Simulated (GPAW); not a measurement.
Crystal: AlN.

```
Al N
1.0
     3.11300    0.00000    0.00000
    -1.55650    2.69594    0.00000
     0.00000    0.00000    4.98100
Al N
2 2
Cartesian
  1.5565 0.8986 2.4905
  0.0000 1.7973 0.0000
  1.5565 0.8986 4.3833
  0.0000 1.7973 1.8928
```

Base run:

```yaml
Program: GPAW 26.7.0
Functional: PBE
Potentials_or_basis: GPAW PAW data sets (gpaw-data 1.2.1)
Cutoff: 800 eV
Basis: pw
k_mesh: 10 × 10 × 6
Occupations: fermi-dirac, width 0.05 eV
Spin: no spin polarisation
```

Its results: band gap on the k mesh 4.23 eV, direct; largest force 0.133 eV/Å.

Problem. The run is repeated on the same cell with these changes: functional from PBE to C09-vdW; k mesh from 10 × 10 × 6 to 7 × 7 × 4. What comes out?

Solution. Band gap on the k mesh 4.28 eV, direct; largest force 0.134 eV/Å.

Several settings changed at once, so the effect can't be laid on one alone.

Caveats: the PAW data sets were made with another functional, which shifts forces and pressure a little (some runs).

Not every run made on this cell is shown here.
